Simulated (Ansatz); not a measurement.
MnS:

```xyz
2
Lattice="0.0000 2.4735 2.4735 2.4735 0.0000 2.4735 2.4735 2.4735 0.0000" Properties=species:S:1:pos:R:3 pbc="T T T"
Mn    0.0000    0.0000    0.0000
S     3.7102    3.7102    3.7102
```

The cell is a database's computed one.

Base run:

- Program: Ansatz 0.2.0
- Functional: r2SCAN
- Potentials or basis: Ansatz PAW
- Cutoff: 500 eV (not typed: the program's choice for these potentials)
- k mesh: 9 × 9 × 9
- Occupations: fermi-dirac, width 0.05 eV
- Spin: collinear spin, ferromagnetic start
- Starting moments: [4.0, 0.0] μB
- Hubbard terms: Mn d U = 4 eV

Its results: band gap on the k mesh none (metal or under the smearing width); pressure 64.9 GPa; net moment 4.87 μB per cell; site moments Mn +3.96; S +0.11 μB.

Task: The run is repeated on the same cell with these changes: hubbard terms from Mn d U = 4 eV to none; hubbard projectors from ortho-atomic (the default) to none. What comes out?

Result: Band gap on the k mesh none (metal or under the smearing width); pressure 33.4 GPa; net moment 3.69 μB per cell; site moments Mn +3.14; S +0.03 μB.

Caveats: the magnetic or orbital state may not be the lowest; a pressure of tens of GPa on the cell as given is suspect, and the run, the potentials or the cell itself is likely at fault; a cell with one magnetic atom can't hold antiferromagnetic order, which such compounds often take; the PAW data sets come from PBE, with cores solved anew for the run's functional, which leaves a small shift of forces and pressure; semilocal functionals often make such compounds metallic where correlation or magnetic order opens a gap, which also shifts bond lengths (some runs).
